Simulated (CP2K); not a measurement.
Crystal: AgCl (Chlorargyrite).

```
Ag Cl
1.0
     3.86787    0.00000    0.00000
     1.93394    3.34968    0.00000
     1.93394    1.11656    3.15811
Ag Cl
1 1
Direct
  0.00000 0.00000 0.00000
  0.50000 0.50000 0.50000
```

Base run:

```yaml
Program: CP2K 2026.2
Functional: PBEsol
Potentials_or_basis: POTENTIAL_UZH Ag GTH-PBE-q11, Cl GTH-PBE-q7; TZVP-MOLOPT-PBE-GTH basis
Density_cutoff: 6123 eV
k_mesh: 8 × 8 × 8
Occupations: fermi-dirac, width 0.05 eV
Spin: no spin polarisation
```

Its results: band gap on the k mesh 0.64 eV, indirect (least direct gap 3.12 eV); pressure -0.3 GPa.

Question: The run is repeated on the same cell with these changes: functional from PBEsol to PBE; occupations from fermi-dirac, width 0.05 eV to fermi-dirac, width 0.01 eV. What comes out?

Answer: Band gap on the k mesh 0.88 eV, indirect (least direct gap 3.30 eV); pressure 3.9 GPa.

Caveats: the basis of atomic orbitals isn't converged, which shifts pressures, moduli and gaps; the potentials were made for another functional, which shifts forces and pressure (some runs).
